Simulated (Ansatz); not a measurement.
# SnO2 (rutile type): the cost of one run

Computed with Ansatz 0.2.0 (DFT PBE, with the methods named in each step, unless a step's input says otherwise).

## 1. The starting structure

Symmetry: P4_2/mnm, No. 136, tetragonal system. Conventional cell: a = 4.582 Å, b = 4.582 Å, c = 3.024 Å, α = 90.00°, β = 90.00°, γ = 90.00°. Around Sn (site symmetry mmm) lie 6 O at 1.97 to 1.98 Å. Around O (site symmetry m2m) lie 3 Sn at 1.97 to 1.98 Å.

Structure file:

```
Sn O
1.0
     4.58216    0.00000    0.00000
     0.00000    4.58216    0.00000
     0.00000    0.00000    3.02422
Sn O
2 4
Direct
  0.00000 0.00000 0.00000
  0.50000 0.50000 0.50000
  0.30500 0.30500 0.00000
  0.69500 0.69500 0.00000
  0.80500 0.19500 0.50000
  0.19500 0.80500 0.50000
```

Atoms are numbered in the order of the input: Sn1, Sn2, O3, O4, O5, O6.

## 2. Cell relaxed at zero pressure, PAW

input.yaml

```yaml
crystal:
  lattice:
    - [4.5821571838, 0.0, 0.0]
    - [0.0, 4.5821571838, 0.0]
    - [0.0, 0.0, 3.0242237413]
  atoms:
    - { symbol: Sn, position: [0.0, 0.0, 0.0] }
    - { symbol: Sn, position: [0.5, 0.5, 0.5] }
    - { symbol: O, position: [0.305, 0.305, 0.0] }
    - { symbol: O, position: [0.695, 0.695, 0.0] }
    - { symbol: O, position: [0.805, 0.195, 0.5] }
    - { symbol: O, position: [0.195, 0.805, 0.5] }
kpoints:
  mp_grid: { grid: [7, 7, 11] }
scf:
  occupations: { method: fermi_dirac, width: 0.05 }
hamiltonian:
  xc: pbe
  pseudopotentials: { kind: paw }
output:
  forces: true
  stress: true
relax:
  f_tol: 0.005
  max_steps: 40
  cell: {}
```

Launch:

```
ansatz run input.yaml --threads 2 --pin off --max-ram 5120MiB --backend cpu --events-out ev --progress --plain --runs-dir out
```

Q: Estimate wall time and peak memory on 2 threads of Intel Xeon at 2.50GHz (Skylake/Cascade Lake), shared host.

About 67 s, with a peak of 0.45 GiB.
